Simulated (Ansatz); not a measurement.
Here is an Ansatz 0.2.0 calculation.

The input input.yaml:

```yaml
crystal:
  lattice:
    - [2.95, 0.0, 0.0]
    - [-1.475, 2.5547749412, 0.0]
    - [0.0, 0.0, 4.68]
  atoms:
    - { symbol: Ti, position: [0.6666666667, 0.3333333333, 0.75] }
    - { symbol: Ti, position: [0.3333333333, 0.6666666667, 0.25] }
hamiltonian:
  xc: pbe
  pseudopotentials: { kind: paw }
  dispersion: d3bj
kpoints:
  mp_grid: { grid: [10, 10, 6] }
scf:
  occupations: { method: fermi_dirac, width: 0.05 }
output:
  forces: true
  stress: true
  eigenvalues: true
relax:
  f_tol: 0.01
  max_steps: 40
  cell: { stress_tol: 0.05 }
```

Potentials or basis: Ansatz PAW.

Launch:

```sh
$ ansatz run input.yaml --threads 2 --pin off --max-ram 5632MiB --backend cpu --events-out ev --progress --plain --runs-dir out
```

Q: Predict the space group after relaxing (to 0.05 Å).

A: P6_3/mmc (No. 194).

Q: Predict the relaxed cell.

A: a = 2.890 Å, b = 2.890 Å, c = 4.563 Å, α = 90.00°, β = 90.00°, γ = 120.00°.

Q: What does it give for the relaxed volume?

A: 16.50 Å³/atom.

Q: What does it give for the band gap on the k mesh?

A: None (metal or under the smearing width).

Final structure:
```cif
data_structure
_symmetry_space_group_name_H-M 'P 1'
_symmetry_Int_Tables_number 1
_cell_length_a 2.8904
_cell_length_b 2.8904
_cell_length_c 4.5626
_cell_angle_alpha 90.000
_cell_angle_beta 90.000
_cell_angle_gamma 120.000
_cell_volume 33.01
loop_
_atom_site_label
_atom_site_type_symbol
_atom_site_fract_x
_atom_site_fract_y
_atom_site_fract_z
_atom_site_occupancy
Ti1 Ti 0.66667 0.33333 0.75000 1
Ti2 Ti 0.33333 0.66667 0.25000 1
```

Caveat: pairwise dispersion overbinds metals, which lowers pressure and volume.
